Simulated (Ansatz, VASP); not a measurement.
**Be in VASP and in Ansatz**

```
Be
1.0
     2.27186    0.00000    0.00000
    -1.13593    1.96749    0.00000
     0.00000    0.00000    3.57917
Be
2
Direct
  0.33333 0.66667 0.25000
  0.66667 0.33333 0.75000
```

Alike in both runs: functional LDA; k mesh 21 × 21 × 12; occupations gaussian, width 0.1 eV; no spin polarisation.

Ansatz relaxed the structure, and its values are those at the end. VASP's run is a single point on that final structure, the one shown.

|  | VASP | Ansatz |
| --- | --- | --- |
| version | VASP 6.6.1 | Ansatz 0.2.0 |
| potentials or method | VASP PAW LDA potentials, release 64 (Be) | scalar-relativistic, plane waves, PAW |
| plane-wave cutoff (eV) | 520 | 420 |
| valence electrons in the cell | 4 | 4 |

VASP gave:

| Property | Result |
| --- | --- |
| gap on the k mesh at the Fermi level (eV) | none |
| pressure (GPa) | -6.6 |

Q: What did Ansatz give for the same quantities?

A: gap on the k mesh at the Fermi level (eV): none; pressure (GPa): -6.9.

A gap of «none» marks a metal or a gap that the smearing closes.
